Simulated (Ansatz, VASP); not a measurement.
# As: VASP beside Ansatz

```
CELL_PARAMETERS angstrom
3.01713 0.00000 0.00000
-1.50856 2.61291 0.00000
0.00000 0.00000 5.44452
ATOMIC_POSITIONS crystal
As 0.33333 0.66667 0.25000
As 0.66667 0.33333 0.75000
```

The cell was built by a generator and needn't be a form met in nature.

Alike in both runs: functional BLYP; k mesh 12 × 12 × 7; occupations fermi-dirac, width 0.1 eV; no spin polarisation.

Ansatz relaxed the structure, and its values are those at the end. VASP's run is a single point on that final structure, the one shown.

|  | VASP | Ansatz |
| --- | --- | --- |
| version | VASP 6.6.1 | Ansatz 0.2.0 |
| potentials or method | VASP PAW PBE potentials, release 64 (As) | plane waves (420 eV) with PAW, scalar-relativistic |
| plane-wave cutoff (eV) | 520 | 420 |
| valence electrons in the cell | 10 | 30 |

```csv
,VASP,Ansatz,Ansatz less VASP
pressure (GPa),0.2,0.0,-0.22
```

The two sets of potentials don't hold the same shells in valence.

Caveats: the PAW data sets were made with another functional, which shifts forces and pressure a little (VASP).
